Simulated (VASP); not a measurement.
# CaO (Fm-3m) in VASP: notebook

The runs below take CaO through single point, with PBE.

Program: VASP 6.6.1. These are calculated values, not measurements. Logs are shortened: lines on timing, memory, paths and dates and some standing lists are left out, and cuts for length are marked.

**1. The undisturbed crystal**

The structure is cubic, space group Fm-3m (No. 225). Conventional cell: a = 4.813 Å, b = 4.813 Å, c = 4.813 Å, α = 90.00°, β = 90.00°, γ = 90.00°. Around Ca (site symmetry m-3m) lie 6 O at 2.41 Å. O (site symmetry m-3m) is surrounded by 6 Ca at 2.41 Å.

**2. Single point, PBE (a relaxed cell with its volume scaled by 0.91)**

INCAR reads:

```
PREC = Accurate
ENCUT = 520
EDIFF = 1E-7
ISMEAR = 0
SIGMA = 0.02
LREAL = F
LASPH = T
NELM = 60
ALGO = Normal
ISIF = 2
LWAVE = F
LCHARG = F
GGA = PE
NBANDS = 14
```

KPOINTS reads:

```
regular mesh
0
Gamma
  12 12 12
```

POSCAR reads:

```
CaO                                     
1.0
    0.0000000000      2.3406177188      2.3406177188
    2.3406177188      0.0000000000      2.3406177188
    2.3406177188      2.3406177188      0.0000000000
  Ca              O             
     1     1
Direct
     0.0000000000000000    0.0000000000000000    0.0000000000000000
     0.5000000000000000    0.5000000000000000    0.5000000000000000
```

Potentials or basis: VASP PAW PBE potentials, release 64 (Ca_pv, O).

Started as:

```
$ cat potpaw_PBE.64/Ca_pv/POTCAR potpaw_PBE.64/O/POTCAR > POTCAR
$ mpirun -np 1 vasp_std > vasp.out
```

OUTCAR:

```text
PREC = Accurate
   ENCUT = 520
   EDIFF = 1E-7
   ISMEAR = 0
   LREAL = F
   LASPH = T
   NELM = 60
   ISIF = 2
   GGA = PE

 ion  position               nearest neighbor table
   1  0.000  0.000  0.000-   2 2.34   2 2.34   2 2.34   2 2.34   2 2.34   2 2.34
   2  0.500  0.500  0.500-   1 2.34   1 2.34   1 2.34   1 2.34   1 2.34   1 2.34

  LATTYP: Found a face centered cubic cell.
 ALAT       =     4.6812354376

  Lattice vectors:

 A1 = (   0.0000000000,   2.3406177188,   2.3406177188)
 A2 = (   2.3406177188,   0.0000000000,   2.3406177188)
 A3 = (   2.3406177188,   2.3406177188,   0.0000000000)

Analysis of symmetry for initial positions (statically):
=====================================================================
 Subroutine PRICEL returns:
 Original cell was already a primitive cell.

 Routine SETGRP: Setting up the symmetry group for a
 face centered cubic supercell.

 Subroutine GETGRP returns: Found 48 space group operations
 (whereof 48 operations were pure point group operations)
 out of a pool of 48 trial point group operations.

The static configuration has the point symmetry O_h .

Analysis of symmetry for dynamics (positions and initial velocities):
=====================================================================
 Subroutine PRICEL returns:
 Original cell was already a primitive cell.

 Routine SETGRP: Setting up the symmetry group for a
 face centered cubic supercell.

 Subroutine GETGRP returns: Found 48 space group operations
 (whereof 48 operations were pure point group operations)
 out of a pool of 48 trial point group operations.

The dynamic configuration has the point symmetry O_h .

 Subroutine INISYM returns: Found 48 space group operations
 (whereof 48 operations are pure point group operations),
 and found     1 'primitive' translations

----------------------------------------------------------------------------------------

                                     Primitive cell

  volume of cell :      25.6461

  direct lattice vectors                    reciprocal lattice vectors
     0.000000000  2.340617719  2.340617719    -0.213618822  0.213618822  0.213618822
     2.340617719  0.000000000  2.340617719     0.213618822 -0.213618822  0.213618822
     2.340617719  2.340617719  0.000000000     0.213618822  0.213618822 -0.213618822

  length of vectors
     3.310133322  3.310133322  3.310133322     0.369998653  0.369998653  0.369998653

  position of ions in fractional coordinates (direct lattice)
     0.000000000  0.000000000  0.000000000
     0.500000000  0.500000000  0.500000000

  ion indices of the primitive-cell ions
   primitive index   ion index
                 1           1
                 2           2

----------------------------------------------------------------------------------------

 KPOINTS: regular mesh

Automatic generation of k-mesh.
 Grid dimensions read from file:
 generate k-points for:   12   12   12

 Generating k-lattice:

  Cartesian coordinates                     Fractional coordinates (reciprocal lattice)
    -0.017801569  0.017801569  0.017801569     0.083333333  0.000000000  0.000000000
     0.017801569 -0.017801569  0.017801569     0.000000000  0.083333333  0.000000000
     0.017801569  0.017801569 -0.017801569     0.000000000  0.000000000  0.083333333

  Length of vectors
     0.030833221  0.030833221  0.030833221

  Shift w.r.t. Gamma in fractional coordinates (k-lattice)
     0.000000000  0.000000000  0.000000000

 Subroutine IBZKPT returns following result:
 ===========================================

 Found     72 irreducible k-points:

 Following reciprocal coordinates:
            Coordinates               Weight
  0.000000  0.000000  0.000000      1.000000
  0.083333  0.000000  0.000000      8.000000
  0.166667  0.000000  0.000000      8.000000
  0.250000  0.000000  0.000000      8.000000
  0.333333  0.000000  0.000000      8.000000
  0.416667  0.000000  0.000000      8.000000
[... 16 lines left out ...]
  0.500000  0.166667  0.000000     24.000000
 -0.416667  0.166667  0.000000     24.000000
 [... further k-points ...]
   k-points           NKPTS =     72   k-points in BZ     NKDIM =     72   number of bands    NBANDS=     14
   number of dos      NEDOS =    301   number of ions     NIONS =      2
   total plane-waves  NPLWV =  21952
   dimension x,y,z NGX =    28 NGY =   28 NGZ =   28
   dimension x,y,z NGXF=    56 NGYF=   56 NGZF=   56
   ions per type =               1   1
   NGX,Y,Z   is equivalent  to a cutoff of  14.06, 14.06, 14.06 a.u.
   NGXF,Y,Z  is equivalent  to a cutoff of  28.13, 28.13, 28.13 a.u.
 SYSTEM =  unknown system
   PREC   = accura    normal or accurate (medium, high low for compatibility)
   ISTART =      0    job   : 0-new  1-cont  2-samecut
   ICHARG =      2    charge: 1-file 2-atom 10-const
   ISPIN  =      1    spin polarized calculation?
   LNONCOLLINEAR =      F non collinear calculations
   LSORBIT =      F    spin-orbit coupling
   LASPH  =      T    aspherical Exc in radial PAW
   ENCUT  =  520.0 eV  38.22 Ry    6.18 a.u.   6.15  6.15  6.15*2*pi/ulx,y,z
   NELM   =     60;   NELMIN=  2; NELMDL= -5     # of ELM steps
   EDIFF  = 0.1E-06   stopping-criterion for ELM
   LREAL  =      F    real-space projection
   EDIFFG = 0.1E-05   stopping-criterion for IOM
   NSW    =      0    number of steps for IOM
   IBRION =     -1    ionic relax: 0-MD 1-quasi-New 2-CG
   NFREE  =      0    steps in history (QN), initial steepest desc. (CG)
   ISIF   =      2    stress and relaxation
   ISYM   =      2    0-nonsym 1-usesym 2-fastsym
   POTIM  = 0.5000    time-step for ionic-motion
   TEBEG  =    0.0;   TEEND  =   0.0 temperature during run
   PSTRESS=    0.0 pullay stress
   NELECT =      14.0000    total number of electrons
   NUPDOWN=      -1.0000    fix difference up-down
   EMIN   =  10.00;   EMAX   =-10.00  energy-range for DOS
   EFERMI =   0.00;   METHOD = LEGACY
   ISMEAR =     0;   SIGMA  =   0.02  broadening in eV -4-tet -1-fermi 0-gaus
   EFERMI_NEDOS =   21; number of points for ismear=-14 and -15
   IALGO  =     38    algorithm
   IMIX   =      4    mixing-type and parameters
     AMIX     =   0.40;   BMIX     =  1.00
     AMIX_MAG =   1.60;   BMIX_MAG =  1.00
  volume/ion in A,a.u.               =      12.82        86.53
  Fermi-wavevector in a.u.,A,eV,Ry     =   1.337962  2.528381 24.356355  1.790142
  Thomas-Fermi vector in A             =   2.466469
   LORBIT       =      0    0 simple, 1 ext, 2 COOP (PROOUT), +10 PAW based schemes
   GGA     = PE    functional components
   LHFCALC =     F    Hartree Fock is set to
   AEXX    =    0.0000 exact exchange contribution
   IVDW    =     0    specifies the selected vdW correction
   LEPSILON=     F    determine dielectric tensor
   LRPA    =     F    only Hartree local field effects (RPA)
 non-spin polarized calculation
 Gauss-broadening in eV      SIGMA  =   0.02
  energy-cutoff  :      520.00
  volume of cell :       25.65
 maximum number of plane-waves:       702
 NGX is ok and might be reduce to    28
   NGX = 13   NGY = 13   NGZ = 13

 number of electron      14.0000002 magnetization

 Free energy of the ion-electron system (eV)
  ---------------------------------------------------
  ext. energy  EPLUGINS =         0.00000000
  ---------------------------------------------------
  free energy    TOTEN  =       -12.74485618 eV

  energy without entropy =      -12.74485618  energy(sigma->0) =      -12.74485618

 E-fermi :   3.3827     XC(G=0): -10.7897

 val. band max:        3.2086413422   @ k =   0.0000   0.0000   0.0000
 cond. band min:       6.8074488364   @ k =   0.5000   0.5000   0.0000
 fundamental gap:      3.5988074942
 Fermi energy:         3.3827094479

 k-point     1 :       0.0000    0.0000    0.0000
  band No.  band energies     occupation
      1     -14.7708      2.00000
      2     -14.7708      2.00000
      3     -14.7708      2.00000
      4     -12.5308      2.00000
      5       3.2086      2.00000
      6       3.2086      2.00000
      7       3.2086      2.00000
      8       8.5844      0.00000
      9       9.6344      0.00000
     10       9.6344      0.00000
     11       9.6344      0.00000
     12      11.2884      0.00000
     13      11.2884      0.00000
     14      16.5849      0.00000

 k-point     2 :       0.0833    0.0000    0.0000
  band No.  band energies     occupation
      1     -14.9323      2.00000
      2     -14.7753      2.00000
      3     -14.7753      2.00000
      4     -12.3653      2.00000
      5       2.9389      2.00000
      6       3.0951      2.00000
      7       3.0951      2.00000
      8       8.9168      0.00000
      9       9.6090      0.00000
     10       9.7667      0.00000
     11       9.7667      0.00000
     12      11.4817      0.00000
     13      11.4817      0.00000
     14      16.5849      0.00000

 k-point     3 :       0.1667    0.0000    0.0000
  band No.  band energies     occupation
      1     -15.2940      2.00000
      2     -14.7874      2.00000
      3     -14.7874      2.00000
      4     -11.9917      2.00000
      5       2.3026      2.00000
      6       2.8062      2.00000
      7       2.8062      2.00000
      8       9.5431      0.00000
      9       9.7999      0.00000
     10      10.1419      0.00000
     11      10.1420      0.00000
     12      12.0023      0.00000
     13      12.0023      0.00000
     14      16.5848      0.00000
[... 324 lines left out ...]
 k-point    23 :       0.5000    0.1667    0.0000
  band No.  band energies     occupation
      1     -16.0910      2.00000
      2     -14.9813      2.00000
      3     -14.8955      2.00000
      4     -11.2085      2.00000
      5       0.8555      2.00000
      6       1.9198      2.00000
      7       2.0814      2.00000
      8       9.7501      0.00000
      9      11.2433      0.00000
     10      12.2911      0.00000
     11      12.9090      0.00000
     12      13.8816      0.00000
     13      15.0573      0.00000
     14      16.5848      0.00000

 k-point    24 :      -0.4167    0.1667    0.0000
  band No.  band energies     occupation
      1     -16.1166      2.00000
      2     -15.0166      2.00000
      3     -14.8706      2.00000
      4     -11.1546      2.00000
      5       0.7733      2.00000
      6       1.9425      2.00000
      7       1.9762      2.00000
      8      10.4378      0.00000
      9      10.7926      0.00000
     10      12.0604      0.00000
     11      12.8851      0.00000
     12      14.2477      0.00000
     13      15.2498      0.00000
     14      16.5848      0.00000

 [... further k-points ...]
[... 5 lines left out ...]
  --------------------------------------------------------------------------------------
  -------------------------------------------------------------------------------------
  Total        1.9567387      1.9567387      1.9567387      0.0000000      0.0000000      0.0000000
  in kB      122.2424247    122.2424247    122.2424247      0.0000000      0.0000000      0.0000000
  external PRESSURE =     122.2424247 kB  Pullay stress =       0.0000000 kB

 VOLUME and BASIS-vectors are now :
 -----------------------------------------------------------------------------
  energy-cutoff  :      520.00
  volume of cell :       25.65
      direct lattice vectors                 reciprocal lattice vectors
     0.000000000  2.340617719  2.340617719    -0.213618822  0.213618822  0.213618822
     2.340617719  0.000000000  2.340617719     0.213618822 -0.213618822  0.213618822
     2.340617719  2.340617719  0.000000000     0.213618822  0.213618822 -0.213618822

 POSITION                                       TOTAL-FORCE (eV/Angst)
 -----------------------------------------------------------------------------------
      0.00000      0.00000      0.00000         0.000000     -0.000000      0.000000
      2.34062      2.34062      2.34062        -0.000000      0.000000     -0.000000
 -----------------------------------------------------------------------------------
    total drift:                                0.000000      0.000000      0.000000

  FREE ENERGIE OF THE ION-ELECTRON SYSTEM (eV)
  ---------------------------------------------------
  free  energy   TOTEN  =       -12.7448561784 eV

  energy  without entropy=      -12.7448561784  energy(sigma->0) =      -12.74485618
```

It took 19 s on 1 thread of Intel Xeon Platinum 8488C (Sapphire Rapids), shared host; peak memory 0.17 GiB.

Results:

- Free energy: -12.7449 eV
- Pressure: 12.2 GPa
- Band gap on the k mesh: 3.60 eV, indirect (least direct gap 3.96 eV)

Levels at points of the mesh, in eV from the valence-band top:
| k point | band 3 | band 4 | band 5 | band 6 | band 7 | band 8 | band 9 | band 10 | band 11 | band 12 |
| --- | --- | --- | --- | --- | --- | --- | --- | --- | --- | --- |
| (0.00, 0.00, 0.00) | -17.98 | -15.74 | 0.00 | 0.00 | 0.00 | 5.38 | 6.43 | 6.43 | 6.43 | 8.08 |
| (0.50, 0.00, 0.00) | -18.04 | -14.13 | -2.84 | -1.37 | -1.37 | 7.43 | 8.81 | 8.81 | 9.11 | 11.13 |
| (0.50, 0.50, 0.00) | -18.28 | -15.47 | -1.28 | -0.36 | -0.36 | 3.60 | 8.67 | 9.37 | 10.11 | 10.11 |

A k mesh can miss the band edges.

**3. Single point, PBE (a relaxed cell with its volume scaled by 1.09)**

INCAR is that of step 2.

KPOINTS is that of step 2.

POSCAR reads:

```
CaO                                     
1.0
    0.0000000000      2.4857580636      2.4857580636
    2.4857580636      0.0000000000      2.4857580636
    2.4857580636      2.4857580636      0.0000000000
  Ca              O             
     1     1
Direct
     0.0000000000000000    0.0000000000000000    0.0000000000000000
     0.5000000000000000    0.5000000000000000    0.5000000000000000
```

Potentials or basis: VASP PAW PBE potentials, release 64 (Ca_pv, O).

Started as:

```
$ cat potpaw_PBE.64/Ca_pv/POTCAR potpaw_PBE.64/O/POTCAR > POTCAR
$ mpirun -np 1 vasp_std > vasp.out
```

OUTCAR:

```text
PREC = Accurate
   ENCUT = 520
   EDIFF = 1E-7
   ISMEAR = 0
   LREAL = F
   LASPH = T
   NELM = 60
   ISIF = 2
   GGA = PE

 ion  position               nearest neighbor table
   1  0.000  0.000  0.000-   2 2.49   2 2.49   2 2.49   2 2.49   2 2.49   2 2.49
   2  0.500  0.500  0.500-   1 2.49   1 2.49   1 2.49   1 2.49   1 2.49   1 2.49

  LATTYP: Found a face centered cubic cell.
 ALAT       =     4.9715161272

  Lattice vectors:

 A1 = (   0.0000000000,   2.4857580636,   2.4857580636)
 A2 = (   2.4857580636,   0.0000000000,   2.4857580636)
 A3 = (   2.4857580636,   2.4857580636,   0.0000000000)

Analysis of symmetry for initial positions (statically):
=====================================================================
 Subroutine PRICEL returns:
 Original cell was already a primitive cell.

 Routine SETGRP: Setting up the symmetry group for a
 face centered cubic supercell.

 Subroutine GETGRP returns: Found 48 space group operations
 (whereof 48 operations were pure point group operations)
 out of a pool of 48 trial point group operations.

The static configuration has the point symmetry O_h .

Analysis of symmetry for dynamics (positions and initial velocities):
[... 169 lines left out ...]
  band No.  band energies     occupation
      1     -16.7546      2.00000
      2     -16.7546      2.00000
      3     -16.7546      2.00000
      4     -13.2460      2.00000
      5       2.1174      2.00000
      6       2.1174      2.00000
      7       2.1174      2.00000
      8       6.0500      0.00000
      9       8.0873      0.00000
     10       8.0873      0.00000
     11       8.0873      0.00000
     12       9.4252      0.00000
     13       9.4252      0.00000
     14      14.6209      0.00000
[... 377 lines left out ...]
      1     -17.3967      2.00000
      2     -16.8880      2.00000
      3     -16.8140      2.00000
      4     -12.5096      2.00000
      5       0.0230      2.00000
      6       1.1034      2.00000
      7       1.1591      2.00000
      8       8.5643      0.00000
      9       8.8606      0.00000
     10       9.9940      0.00000
     11      10.4072      0.00000
     12      11.6557      0.00000
     13      12.5071      0.00000
     14      14.6212      0.00000

 [... further k-points ...]
[... 5 lines left out ...]
  --------------------------------------------------------------------------------------
  -------------------------------------------------------------------------------------
  Total       -1.4498410     -1.4498410     -1.4498410     -0.0000000      0.0000000      0.0000000
  in kB      -75.6178638    -75.6178638    -75.6178638     -0.0000000      0.0000000      0.0000000
  external PRESSURE =     -75.6178638 kB  Pullay stress =       0.0000000 kB

 VOLUME and BASIS-vectors are now :
 -----------------------------------------------------------------------------
  energy-cutoff  :      520.00
  volume of cell :       30.72
      direct lattice vectors                 reciprocal lattice vectors
     0.000000000  2.485758064  2.485758064    -0.201145883  0.201145883  0.201145883
     2.485758064  0.000000000  2.485758064     0.201145883 -0.201145883  0.201145883
     2.485758064  2.485758064  0.000000000     0.201145883  0.201145883 -0.201145883

 POSITION                                       TOTAL-FORCE (eV/Angst)
 -----------------------------------------------------------------------------------
      0.00000      0.00000      0.00000        -0.000000     -0.000000     -0.000000
      2.48576      2.48576      2.48576         0.000000      0.000000      0.000000
 -----------------------------------------------------------------------------------
    total drift:                                0.000000      0.000000      0.000000

  FREE ENERGIE OF THE ION-ELECTRON SYSTEM (eV)
  ---------------------------------------------------
  free  energy   TOTEN  =       -12.7729381828 eV

  energy  without entropy=      -12.7729381828  energy(sigma->0) =      -12.77293818
```

OSZICAR:

```text
N       E                     dE             d eps       ncg     rms          rms(c)
DAV:   1     0.111109441705E+03    0.11111E+03   -0.53316E+03  2038   0.151E+03
DAV:   2     0.527554542525E+00   -0.11058E+03   -0.10026E+03  2290   0.289E+02
DAV:   3    -0.138962630585E+02   -0.14424E+02   -0.13868E+02  2422   0.982E+01
DAV:   4    -0.143994291686E+02   -0.50317E+00   -0.50219E+00  2506   0.193E+01
DAV:   5    -0.144110775720E+02   -0.11648E-01   -0.11645E-01  2732   0.296E+00    0.761E+00
DAV:   6    -0.128586918190E+02    0.15524E+01   -0.93031E+00  3108   0.447E+01    0.387E+00
DAV:   7    -0.127599334826E+02    0.98758E-01   -0.58980E-01  2888   0.861E+00    0.155E+00
DAV:   8    -0.127734323970E+02   -0.13499E-01   -0.78605E-02  2372   0.336E+00    0.319E-01
DAV:   9    -0.127726058064E+02    0.82659E-03   -0.22624E-03  2736   0.473E-01    0.138E-01
DAV:  10    -0.127729588490E+02   -0.35304E-03   -0.10977E-03  2136   0.425E-01    0.426E-02
DAV:  11    -0.127729393006E+02    0.19548E-04   -0.47682E-05  3232   0.107E-01    0.170E-02
DAV:  12    -0.127729379520E+02    0.13486E-05   -0.13210E-05  2434   0.594E-02    0.356E-03
DAV:  13    -0.127729380388E+02   -0.86818E-07   -0.15460E-06  3082   0.116E-02    0.520E-04
DAV:  14    -0.127729381710E+02   -0.13217E-06   -0.49207E-08  1464   0.415E-03    0.140E-04
DAV:  15    -0.127729381828E+02   -0.11793E-07   -0.24058E-08  1368   0.128E-03
   1 F= -.12772938E+02 E0= -.12772938E+02  d E =-.808912E-31
```

Wall time 21 s (1 thread of Intel Xeon Platinum 8488C (Sapphire Rapids), shared host); peak memory 0.18 GiB.

What came out:

```yaml
Free_energy: -12.7729 eV
Pressure: -7.6 GPa
Band_gap_on_the_k_mesh: 3.64 eV, indirect (least direct gap 3.93 eV)
```
